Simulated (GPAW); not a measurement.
Pb, 1 atom in the cell. Symmetry: Fm-3m, No. 225, cubic system. The conventional cell has a = 5.015 Å, b = 5.015 Å, c = 5.015 Å, α = 90.00°, β = 90.00°, γ = 90.00°. Around Pb (site symmetry m-3m) lie 12 Pb at 3.55 Å. 

```yaml
Program: GPAW 26.7.0
Task: optical spectrum
Functional: PBE
Potentials_or_basis: GPAW PAW data sets (gpaw-data 1.2.1)
Cutoff: 450 eV
Basis: pw
k_mesh: 8 × 8 × 8
Occupations: fermi-dirac, width 0.05 eV
Spin: no spin polarisation
Eta: 0.1 eV
Response_ecut: 50 eV
Scissors: 0 eV
Kernel: RPA
Maxiter: 150
Response_k_mesh: 23 × 23 × 23
Domega0: 0.05 eV
Omega2: 10 eV
Response_bands: 17
Directions: "[\"x\"]"
Intraband: yes
```

Potentials or basis: GPAW PAW data sets (gpaw-data 1.2.1), pw.

Run with:

```sh
$ OMP_NUM_THREADS=1 python run.py
```

Hardware: 1 thread of Arm Neoverse V1, on a shared host.

Task: How long does it take, and how much memory?

Result: Run time: 2.2 min on 1 thread of Arm Neoverse V1, on a shared host, peak memory 0.38 GiB. Counts: scf iterations 18, plane waves 701, bands 14, k points 29.
